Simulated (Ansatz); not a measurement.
**Rh: a line through a two-coordinate scan**

How does the energy of Rh (P6_3/mmc, No. 194; 2 atoms in the cell) vary with volume per atom, at total spin moment of the cell, held fixed = 0.25 μB?

This is Rh in the hcp structure; at room conditions it is fcc.

Method: DFT PBE, scalar-relativistic, plane waves, PAW, in Ansatz 0.2.0.

31 further runs of the same task are left out: 31 set aside as unsound or not needed. Runs told in other sessions of the task aren't counted.

## Step 1: The starting structure

The structure is hexagonal, space group P6_3/mmc (No. 194). Conventional cell: a = 2.725 Å, b = 2.725 Å, c = 4.385 Å, α = 90.00°, β = 90.00°, γ = 120.00°. Rh (site symmetry -6m2) has 12 Rh at 2.70 to 2.72 Å in its first shell of neighbours.

Structure file:

```xyz
2
Lattice="2.7249 0.0000 0.0000 -1.3624 2.3598 0.0000 0.0000 0.0000 4.3851" Properties=species:S:1:pos:R:3 pbc="T T T"
Rh    1.3624    0.7866    3.2888
Rh    0.0000    1.5732    1.0963
```

It goes back to an entry of the Materials Project, which need not be the stable form.

This cell was relaxed beforehand with the same method: volume 14.10 Å³/atom, gap on the mesh none (metal).

## Step 2: Plan of the line

The energy is mapped over volume and a fixed ferromagnetic moment.

The axes are (1) volume per atom: 7 values from 11.56 to 16.64 Å³; (2) total spin moment of the cell, held fixed: 9 values from 0.00 to 2.00 μB.

Nothing else is relaxed (shape and fractional coordinates fixed). Points are written as (first, second).

## Step 3: The run at (11.56 Å³, 0.25 μB)

File input.yaml:

```yaml
crystal:
  lattice:
    - [2.5504655491, 0.0, 0.0]
    - [-1.2752327746, 2.208767957, 0.0]
    - [0.0, 0.0, 4.1044582456]
  atoms:
    - { symbol: Rh, position: [0.6666666667, 0.3333333333, 0.75], spin: 0.125 }
    - { symbol: Rh, position: [0.3333333333, 0.6666666667, 0.25], spin: 0.125 }
basis:
  ecutwfc: 420
kpoints:
  mp_grid: { grid: [21, 21, 12] }
hamiltonian:
  xc: pbe
  pseudopotentials: { kind: paw, azcp: { folder: soft_1 } }
scf:
  occupations: { method: gaussian, width: 0.15 }
  lower_state_search: "off"
output:
  forces: true
  stress: true
  eigenvalues: true
  populations: true
magnetization:
  spin_polarized: true
  initial_magnetization: 0.25
  spin_locking: { lock_magnetization: hard }
```

The run is started by

```sh
$ ansatz run input.yaml --threads 2 --pin off --max-ram 4096MiB --backend cpu --events-out ev --progress --plain --runs-dir out
```

Standard output, cut to the lines that bear on the results:

```text
Warning: output.stress: scf.convergence.dr2_threshold = 1e-7 eV (the SCF's general default) is looser than the 2e-10 eV advised for a printed stress (1e-10 eV for each atom of the cell: 2). What an SCF threshold leaves in a stress goes as its square root, and in the free energy as the [...]
Warning: RAYON_NUM_THREADS=2 ignored (pool sized by the plan → 2); use --threads N
[...]
Pseudopotentials: kind: paw
Pseudopotential: Rh, paw, valence charge 17, recommended cutoff 420 eV (normal), <dir>
Functional definition: PBE
[...]
Crystal: 2 atoms, lattice volume = 23.122 Å³
Basis set: ecut = 420 eV, 451 PW (Γ), exchange–correlation on 36×36×60 points (8 copies of the dense FFT grid, shifted against one another)
Bands: 22, of which v1, the nominal top of the filled ones, is band 17 counted from 1 (16 counted from 0)
Symmetry: 24 space group operations
Space group: P63/mmc (ITA 194), of the structure as read, at distance tolerance 2.8e-5 Å
Magnetic group: BNS 194.263 (UNI 1493), of the structure as read, at distance tolerance 2.8e-5 Å
k-points: 336 of 5292
[...]
Starting moments: Σ|m| = 0.25 μB on 2 of 2 sites
[...]
SCF iter   1: F=—  HF=-12805.434328 eV  |F-HF|=—  |Δ(HF+E_count)|=         —  Δρ=5.42e-2 (↑5.36e-2 ↓5.42e-2)  dr2=2.27e0  dr2_m=6.00e-4  M=0.250 μB ∫|m|=0.250 μB  β_m=0.30  ethr=3.10e-3  ⟨swp⟩=4.6  Hψ=56865  notcnv=0
[...]
SCF iter   9: F=-12804.717649 eV  HF=-12804.717649 eV  |F-HF|=2.00e-11  |Δ(HF+E_count)|=  3.47e-10  Δρ=3.10e-7 (↑3.10e-7 ↓9.49e-8)  dr2=3.00e-11  dr2_m=2.92e-12  M=0.250 μB ∫|m|=0.252 μB  ethr=1.00e-12  ⟨swp⟩=1.0  Hψ=41344  notcnv=0
[...]
SCF converged after 9 iterations
Stability checked in part: among states of this total moment the steps that led to this state did not find it unstable. No probe was made; neither looks for a lower state of another moment (fixed_total_moment; see scf.lower_state_search)
Magnetization: 0.2500 μB (17.1250 up, 16.8750 down)
Absolute magnetization: 0.2516 μB (∫|ρ↑−ρ↓|, with the PAW one-centre terms)
Spin contamination: 0.0001 ħ² per cell (⟨S²⟩ above its minimum at these occupations)
Per-site moments (μB) at R_I (Å): [(0.12153100316616146, 1.0419145666860623), (0.12153100316616143, 1.0419145666860623)]
Free energy (F): -12804.717649 eV
[...]
E sigma→0 (E₀):  -12804.704031 eV
Entropy (-TS):   -0.027236 eV (-13.618 meV/atom)
Fermi energy:    27.984351 (↑ 28.042251, ↓ 27.926452) eV
[...]
--- Forces (eV/Å), atoms counted from 1 ---
  atom   1  Rh    -0.00000000    -0.00000000     0.00000000
  atom   2  Rh     0.00000000     0.00000000    -0.00000000
[...]
--- Stress (GPa, compression-positive) ---
       82.885089      -0.000000      -0.000000
       -0.000000      82.885089      -0.000000
       -0.000000      -0.000000      86.549753
  P = ⅓ Tr σ = 84.1066 GPa (841.066 kbar)
--- Band table (eV; the first three rows and the last of 672) ---
  k-point 0 ↑: bands = ["-51.6735", "-51.4228", "-20.2000", "-19.0293", "-19.0293", "-18.8399", "-18.8393", "-18.8393", "18.5841", "20.0835", "23.9081", "23.9236", "23.9236", "24.6383", "24.6383", "25.3683", "25.3683", "28.0888", "28.0888", "28.6196", "38.5668", "43.4430"]
[...]
--- Löwdin populations: 2 sites ---
  site symbol       q [e]    m [muB]
     0     Rh     16.8898     0.1254
     1     Rh     16.8898     0.1254
  spilling = 0.006483 (of n_electrons = 34.000000)
```

Run time: 21 s. Hardware: 2 threads of Arm Neoverse N1, shared host; peak memory 0.48 GiB.

## Step 4: The run at (12.41 Å³, 0.25 μB)

Edit input.yaml of step 3 so:

```diff
@@ -2,5 +2,5 @@
   lattice:
-    - [2.5504655491, 0.0, 0.0]
-    - [-1.2752327746, 2.208767957, 0.0]
-    - [0.0, 0.0, 4.1044582456]
+    - [2.6112187483, 0.0, 0.0]
+    - [-1.3056093742, 2.2613817708, 0.0]
+    - [0.0, 0.0, 4.202228227]
   atoms:
```

The run is started by

```sh
$ ansatz run input.yaml --threads 2 --pin off --max-ram 4096MiB --backend cpu --events-out ev --progress --plain --runs-dir out
```

Standard output, cut to the lines that bear on the results:

```text
[...]
SCF converged after 9 iterations
Stability checked in part: among states of this total moment the steps that led to this state did not find it unstable. No probe was made; neither looks for a lower state of another moment (fixed_total_moment; see scf.lower_state_search)
Magnetization: 0.2500 μB (17.1250 up, 16.8750 down)
Absolute magnetization: 0.2527 μB (∫|ρ↑−ρ↓|, with the PAW one-centre terms)
Spin contamination: 0.0001 ħ² per cell (⟨S²⟩ above its minimum at these occupations)
Per-site moments (μB) at R_I (Å): [(0.12266505137932299, 1.0667334250352034), (0.1226650513793229, 1.0667334250352034)]
Free energy (F): -12805.389321 eV
[...]
E sigma→0 (E₀):  -12805.373955 eV
Entropy (-TS):   -0.030733 eV (-15.366 meV/atom)
Fermi energy:    25.642133 (↑ 25.687129, ↓ 25.597137) eV
[...]
--- Forces (eV/Å), atoms counted from 1 ---
  atom   1  Rh    -0.00000000     0.00000000     0.00000000
  atom   2  Rh     0.00000000    -0.00000000     0.00000000
[...]
--- Stress (GPa, compression-positive) ---
       44.725093       0.000000       0.000000
        0.000000      44.725093       0.000000
        0.000000       0.000000      46.957402
  P = ⅓ Tr σ = 45.4692 GPa (454.692 kbar)
--- Band table (eV; the first three rows and the last of 672) ---
  k-point 0 ↑: bands = ["-53.7293", "-53.5426", "-22.1201", "-21.1894", "-21.1894", "-21.0430", "-21.0367", "-21.0367", "16.7915", "18.4538", "21.9856", "22.0080", "22.0080", "22.6430", "22.6430", "23.2964", "23.2964", "25.7380", "25.7380", "26.3099", "35.3999", "41.2363"]
[...]
--- Löwdin populations: 2 sites ---
  site symbol       q [e]    m [muB]
     0     Rh     16.8906     0.1257
     1     Rh     16.8906     0.1257
  spilling = 0.006438 (of n_electrons = 34.000000)
```

It took 22 s on 2 threads of Arm Neoverse N1, shared host; peak memory 0.5 GiB.

## Step 5: The run at (13.25 Å³, 0.25 μB)

Edit input.yaml of step 4 so:

```diff
@@ -2,5 +2,5 @@
   lattice:
-    - [2.6112187483, 0.0, 0.0]
-    - [-1.3056093742, 2.2613817708, 0.0]
-    - [0.0, 0.0, 4.202228227]
+    - [2.6692693142, 0.0, 0.0]
+    - [-1.3346346571, 2.3116550356, 0.0]
+    - [0.0, 0.0, 4.2956488669]
   atoms:
```

The run is started by

```sh
$ ansatz run input.yaml --threads 2 --pin off --max-ram 4096MiB --backend cpu --events-out ev --progress --plain --runs-dir out
```

Standard output, cut to the lines that bear on the results:

```text
Warning: output.stress: scf.convergence.dr2_threshold = 1e-7 eV (the SCF's general default) is looser than the 2e-10 eV advised for a printed stress (1e-10 eV for each atom of the cell: 2). What an SCF threshold leaves in a stress goes as its square root, and in the free energy as the [...]
Warning: RAYON_NUM_THREADS=2 ignored (pool sized by the plan → 2); use --threads N
[...]
[... 3 set-up lines as earlier in the session ...]
[...]
Crystal: 2 atoms, lattice volume = 26.506 Å³
Basis set: ecut = 420 eV, 537 PW (Γ), exchange–correlation on 36×36×60 points (8 copies of the dense FFT grid, shifted against one another)
Bands: 22, of which v1, the nominal top of the filled ones, is band 17 counted from 1 (16 counted from 0)
[... 1 set-up line as earlier in the session ...]
Space group: P63/mmc (ITA 194), of the structure as read, at distance tolerance 3.0e-5 Å
Magnetic group: BNS 194.263 (UNI 1493), of the structure as read, at distance tolerance 3.0e-5 Å
k-points: 336 of 5292
[...]
Magnetization: 0.2500 μB (17.1250 up, 16.8750 down)
Absolute magnetization: 0.2539 μB (∫|ρ↑−ρ↓|, with the PAW one-centre terms)
Spin contamination: 0.0001 ħ² per cell (⟨S²⟩ above its minimum at these occupations)
Per-site moments (μB) at R_I (Å): [(0.12368232108121044, 1.0904482053441416), (0.12368232108121029, 1.0904482053441416)]
Free energy (F): -12805.719692 eV
[...]
E sigma→0 (E₀):  -12805.702459 eV
Entropy (-TS):   -0.034466 eV (-17.233 meV/atom)
Fermi energy:    23.596807 (↑ 23.631069, ↓ 23.562545) eV
[...]
--- Forces (eV/Å), atoms counted from 1 ---
  atom   1  Rh     0.00000000    -0.00000000     0.00000000
  atom   2  Rh     0.00000000     0.00000000     0.00000000
[...]
--- Stress (GPa, compression-positive) ---
       18.320826       0.000000       0.000000
       -0.000000      18.320826       0.000000
        0.000000       0.000000      19.540765
  P = ⅓ Tr σ = 18.7275 GPa (187.275 kbar)
--- Band table (eV; the first three rows and the last of 672) ---
[... band rows left out ...]
[...]
--- Löwdin populations: 2 sites ---
  site symbol       q [e]    m [muB]
     0     Rh     16.8919     0.1260
     1     Rh     16.8919     0.1260
  spilling = 0.006358 (of n_electrons = 34.000000)
```

It took 24 s on 2 threads of Arm Neoverse N1, shared host; peak memory 0.51 GiB.

## Step 6: The run at (14.10 Å³, 0.25 μB)

Edit input.yaml of step 5 so:

```diff
@@ -2,5 +2,5 @@
   lattice:
-    - [2.6692693142, 0.0, 0.0]
-    - [-1.3346346571, 2.3116550356, 0.0]
-    - [0.0, 0.0, 4.2956488669]
+    - [2.7248648789, 0.0, 0.0]
+    - [-1.3624324395, 2.359802207, 0.0]
+    - [0.0, 0.0, 4.3851186793]
   atoms:
```

The run is started by

```sh
$ ansatz run input.yaml --threads 2 --pin off --max-ram 4096MiB --backend cpu --events-out ev --progress --plain --runs-dir out
```

Standard output, cut to the lines that bear on the results:

```text
Warning: output.stress: scf.convergence.dr2_threshold = 1e-7 eV (the SCF's general default) is looser than the 2e-10 eV advised for a printed stress (1e-10 eV for each atom of the cell: 2). What an SCF threshold leaves in a stress goes as its square root, and in the free energy as the [...]
Warning: RAYON_NUM_THREADS=2 ignored (pool sized by the plan → 2); use --threads N
[...]
[... 3 set-up lines as earlier in the session ...]
[...]
Crystal: 2 atoms, lattice volume = 28.197 Å³
Basis set: ecut = 420 eV, 549 PW (Γ), exchange–correlation on 40×40×60 points (8 copies of the dense FFT grid, shifted against one another)
Bands: 22, of which v1, the nominal top of the filled ones, is band 17 counted from 1 (16 counted from 0)
[... 2 set-up lines as earlier in the session ...]
Magnetic group: BNS 194.263 (UNI 1493), of the structure as read, at distance tolerance 3.0e-5 Å
k-points: 336 of 5292
[...]
Magnetization: 0.2500 μB (17.1250 up, 16.8750 down)
Absolute magnetization: 0.2553 μB (∫|ρ↑−ρ↓|, with the PAW one-centre terms)
Spin contamination: 0.0002 ħ² per cell (⟨S²⟩ above its minimum at these occupations)
Per-site moments (μB) at R_I (Å): [(0.12459367307171638, 1.113160070154252), (0.12459367307171636, 1.113160070154252)]
Free energy (F): -12805.813681 eV
[...]
E sigma→0 (E₀):  -12805.794457 eV
Entropy (-TS):   -0.038449 eV (-19.225 meV/atom)
Fermi energy:    21.798065 (↑ 21.823352, ↓ 21.772779) eV
[...]
--- Forces (eV/Å), atoms counted from 1 ---
  atom   1  Rh     0.00000000     0.00000000     0.00000000
  atom   2  Rh    -0.00000000    -0.00000000     0.00000000
[...]
--- Stress (GPa, compression-positive) ---
        0.054896       0.000000       0.000000
        0.000000       0.054896       0.000000
        0.000000       0.000000       0.543277
  P = ⅓ Tr σ = 0.2177 GPa (2.177 kbar)
--- Band table (eV; the first three rows and the last of 672) ---
[... band rows left out ...]
[...]
--- Löwdin populations: 2 sites ---
  site symbol       q [e]    m [muB]
     0     Rh     16.8937     0.1263
     1     Rh     16.8937     0.1263
  spilling = 0.006251 (of n_electrons = 34.000000)
```

Run time: 24 s. Hardware: 2 threads of Arm Neoverse N1, shared host; peak memory 0.53 GiB.

## Step 7: Point (14.94 Å³, 0.25 μB)

Edit input.yaml of step 6 so:

```diff
@@ -2,5 +2,5 @@
   lattice:
-    - [2.7248648789, 0.0, 0.0]
-    - [-1.3624324395, 2.359802207, 0.0]
-    - [0.0, 0.0, 4.3851186793]
+    - [2.7782838484, 0.0, 0.0]
+    - [-1.3891419242, 2.4060643917, 0.0]
+    - [0.0, 0.0, 4.4710857021]
   atoms:
```

The run is started by

```sh
$ ansatz run input.yaml --threads 2 --pin off --max-ram 4096MiB --backend cpu --events-out ev --progress --plain --runs-dir out
```

Standard output, cut to the lines that bear on the results:

```text
Warning: output.stress: scf.convergence.dr2_threshold = 1e-7 eV (the SCF's general default) is looser than the 2e-10 eV advised for a printed stress (1e-10 eV for each atom of the cell: 2). What an SCF threshold leaves in a stress goes as its square root, and in the free energy as the [...]
Warning: RAYON_NUM_THREADS=2 ignored (pool sized by the plan → 2); use --threads N
[...]
[... 3 set-up lines as earlier in the session ...]
[...]
Crystal: 2 atoms, lattice volume = 29.888 Å³
Basis set: ecut = 420 eV, 579 PW (Γ), exchange–correlation on 40×40×60 points (8 copies of the dense FFT grid, shifted against one another)
Bands: 22, of which v1, the nominal top of the filled ones, is band 17 counted from 1 (16 counted from 0)
[... 1 set-up line as earlier in the session ...]
Space group: P63/mmc (ITA 194), of the structure as read, at distance tolerance 3.1e-5 Å
Magnetic group: BNS 194.263 (UNI 1493), of the structure as read, at distance tolerance 3.1e-5 Å
k-points: 336 of 5292
[...]
Magnetization: 0.2500 μB (17.1250 up, 16.8750 down)
Absolute magnetization: 0.2570 μB (∫|ρ↑−ρ↓|, with the PAW one-centre terms)
Spin contamination: 0.0002 ħ² per cell (⟨S²⟩ above its minimum at these occupations)
Per-site moments (μB) at R_I (Å): [(0.12541285108446565, 1.134982753672705), (0.12541285108446557, 1.134982753672705)]
Free energy (F): -12805.744414 eV
[...]
E sigma→0 (E₀):  -12805.723066 eV
Entropy (-TS):   -0.042696 eV (-21.348 meV/atom)
Fermi energy:    20.204265 (↑ 20.221969, ↓ 20.186562) eV
[...]
--- Forces (eV/Å), atoms counted from 1 ---
  atom   1  Rh     0.00000000    -0.00000000     0.00000000
  atom   2  Rh     0.00000000     0.00000000     0.00000000
[...]
--- Stress (GPa, compression-positive) ---
      -12.530344       0.000000       0.000000
        0.000000     -12.530344      -0.000000
        0.000000      -0.000000     -12.568936
  P = ⅓ Tr σ = -12.5432 GPa (-125.432 kbar)
--- Band table (eV; the first three rows and the last of 672) ---
[... band rows left out ...]
[...]
--- Löwdin populations: 2 sites ---
  site symbol       q [e]    m [muB]
     0     Rh     16.8959     0.1265
     1     Rh     16.8959     0.1265
  spilling = 0.006124 (of n_electrons = 34.000000)
```

Run time: 27 s. Hardware: 2 threads of Arm Neoverse N1, shared host; peak memory 0.54 GiB.

## Step 8: Grid point (15.79 Å³, 0.25 μB)

Edit input.yaml of step 7 so:

```diff
@@ -2,5 +2,5 @@
   lattice:
-    - [2.7782838484, 0.0, 0.0]
-    - [-1.3891419242, 2.4060643917, 0.0]
-    - [0.0, 0.0, 4.4710857021]
+    - [2.8297519717, 0.0, 0.0]
+    - [-1.4148759859, 2.4506370939, 0.0]
+    - [0.0, 0.0, 4.5539132325]
   atoms:
```

The run is started by

```sh
$ ansatz run input.yaml --threads 2 --pin off --max-ram 4096MiB --backend cpu --events-out ev --progress --plain --runs-dir out
```

Standard output, cut to the lines that bear on the results:

```text
[...]
SCF converged after 8 iterations
Stability checked in part: among states of this total moment the steps that led to this state did not find it unstable. No probe was made; neither looks for a lower state of another moment (fixed_total_moment; see scf.lower_state_search)
Magnetization: 0.2500 μB (17.1250 up, 16.8750 down)
Absolute magnetization: 0.2588 μB (∫|ρ↑−ρ↓|, with the PAW one-centre terms)
Spin contamination: 0.0003 ħ² per cell (⟨S²⟩ above its minimum at these occupations)
Per-site moments (μB) at R_I (Å): [(0.12617449494192276, 1.156008478700988), (0.1261744949419228, 1.156008478700988)]
Free energy (F): -12805.563003 eV
[...]
E sigma→0 (E₀):  -12805.539408 eV
Entropy (-TS):   -0.047190 eV (-23.595 meV/atom)
Fermi energy:    18.782756 (↑ 18.793987, ↓ 18.771525) eV
[...]
--- Forces (eV/Å), atoms counted from 1 ---
  atom   1  Rh    -0.00000000    -0.00000000     0.00000000
  atom   2  Rh     0.00000000     0.00000000     0.00000000
[...]
--- Stress (GPa, compression-positive) ---
      -21.105747       0.000000       0.000000
        0.000000     -21.105747       0.000000
        0.000000       0.000000     -21.525893
  P = ⅓ Tr σ = -21.2458 GPa (-212.458 kbar)
--- Band table (eV; the first three rows and the last of 672) ---
  k-point 0 ↑: bands = ["-59.8238", "-59.7589", "-27.9133", "-27.4987", "-27.4987", "-27.4461", "-27.4290", "-27.4290", "11.7306", "13.6388", "16.2711", "16.3065", "16.3065", "16.7274", "16.7274", "17.1693", "17.1693", "18.8420", "18.8420", "19.7311", "26.1811", "34.4327"]
[...]
--- Löwdin populations: 2 sites ---
  site symbol       q [e]    m [muB]
     0     Rh     16.8983     0.1267
     1     Rh     16.8983     0.1267
  spilling = 0.005983 (of n_electrons = 34.000000)
```

It took 23 s on 2 threads of Arm Neoverse N1, shared host; peak memory 0.55 GiB.

## Step 9: The run at (16.64 Å³, 0.25 μB)

Edit input.yaml of step 8 so:

```diff
@@ -2,5 +2,5 @@
   lattice:
-    - [2.8297519717, 0.0, 0.0]
-    - [-1.4148759859, 2.4506370939, 0.0]
-    - [0.0, 0.0, 4.5539132325]
+    - [2.8794130266, 0.0, 0.0]
+    - [-1.4397065133, 2.493644829, 0.0]
+    - [0.0, 0.0, 4.6338326521]
   atoms:
```

The run is started by

```sh
$ ansatz run input.yaml --threads 2 --pin off --max-ram 4096MiB --backend cpu --events-out ev --progress --plain --runs-dir out
```

Standard output, cut to the lines that bear on the results:

```text
[...]
SCF converged after 8 iterations
Stability checked in part: among states of this total moment the steps that led to this state did not find it unstable. No probe was made; neither looks for a lower state of another moment (fixed_total_moment; see scf.lower_state_search)
Magnetization: 0.2500 μB (17.1250 up, 16.8750 down)
Absolute magnetization: 0.2608 μB (∫|ρ↑−ρ↓|, with the PAW one-centre terms)
Spin contamination: 0.0003 ħ² per cell (⟨S²⟩ above its minimum at these occupations)
Per-site moments (μB) at R_I (Å): [(0.12688877755191041, 1.1762959813225669), (0.12688877755191041, 1.1762959813225669)]
Free energy (F): -12805.305774 eV
[...]
E sigma→0 (E₀):  -12805.279824 eV
Entropy (-TS):   -0.051900 eV (-25.950 meV/atom)
Fermi energy:    17.508514 (↑ 17.514180, ↓ 17.502849) eV
[...]
--- Forces (eV/Å), atoms counted from 1 ---
  atom   1  Rh     0.00000000    -0.00000000     0.00000000
  atom   2  Rh     0.00000000     0.00000000     0.00000000
[...]
--- Stress (GPa, compression-positive) ---
      -26.831147       0.000000       0.000000
        0.000000     -26.831147       0.000000
        0.000000       0.000000     -27.516430
  P = ⅓ Tr σ = -27.0596 GPa (-270.596 kbar)
--- Band table (eV; the first three rows and the last of 672) ---
  k-point 0 ↑: bands = ["-60.9628", "-60.9116", "-29.0128", "-28.6661", "-28.6661", "-28.6259", "-28.6077", "-28.6077", "10.8181", "12.7345", "15.1948", "15.2313", "15.2313", "15.6159", "15.6159", "16.0210", "16.0210", "17.5599", "17.5599", "18.5359", "24.4802", "33.0989"]
[...]
--- Löwdin populations: 2 sites ---
  site symbol       q [e]    m [muB]
     0     Rh     16.9009     0.1269
     1     Rh     16.9009     0.1269
  spilling = 0.005832 (of n_electrons = 34.000000)
```

Wall time 26 s (2 threads of Arm Neoverse N1, shared host); peak memory 0.54 GiB.

## Step 10: What came out

```
volume per atom (Å³)  step  energy (meV/atom)  pressure (GPa)  absolute magnetic moment (μB per cell)
               11.56     3                548              84                                   0.252
               12.41     4                212              45                                   0.253
               13.25     5                 47              19                                   0.254
               14.10     6                  0               0                                   0.255
               14.94     7                 35             −13                                   0.257
               15.79     8                125             −21                                   0.259
               16.64     9                254             −27                                   0.261
```

Energies count from the lowest point of the line.

The lowest point computed on the line is at 14.10 Å³. A parabola through the lowest point and its two neighbours puts the minimum at 14.163 Å³, with a curvature of about 110 meV/atom per (Å³)². The well is lopsided: two grid steps out, the energy rises by 212 meV/atom towards smaller values and 125 meV/atom towards larger ones. The highest point computed, at 11.56 Å³, lies 548 meV/atom above the lowest. This is one cut through a surface in two coordinates; the map's lowest point lies off it.
